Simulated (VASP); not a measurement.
A run of VASP 6.6.1 is set up as follows.

The input INCAR:

```
SYSTEM = Bi
PREC = Accurate ; ENCUT = 550
EDIFF = 1E-6 ; ISMEAR = 1
SIGMA = 0.2 ; LREAL = .False.
LASPH = .True. ; NELM = 80
ALGO = Normal ; ISIF = 2
LWAVE = .False. ; LCHARG = .False.
GGA = BO ; LUSE_VDW = .True.
AGGAC = 0.0 ; PARAM1 = 0.1833333333
PARAM2 = 0.22 ; LORBIT = 10
NBANDS = 32
```

KPOINTS

```
regular mesh
0
Gamma
  9 9 9
  0 0 0
```

The input POSCAR:

```
Bi
1.0
   -1.9814305318      1.9814305318      1.9814305318
    1.9814305318     -1.9814305318      1.9814305318
    1.9814305318      1.9814305318     -1.9814305318
Bi
1
Direct
    0.0000000000      0.0000000000      0.0000000000
```

Potentials or basis: VASP PAW PBE potentials, release 64 (Bi_d_GW).

The run is started by

```console
$ cat potpaw_PBE.64/Bi_d_GW/POTCAR > POTCAR
$ mpirun -np 1 vasp_std > vasp.out
```

**Question.** Estimate the pressure.

**Answer.** 0.7 GPa.

**Question.** Predict the band gap on the k mesh.

**Answer.** None (metal or under the smearing width).

Caveat: the PAW data sets were made with another functional, which shifts forces and pressure a little; spin-orbit coupling is left out, which moves the levels of the heavy elements.
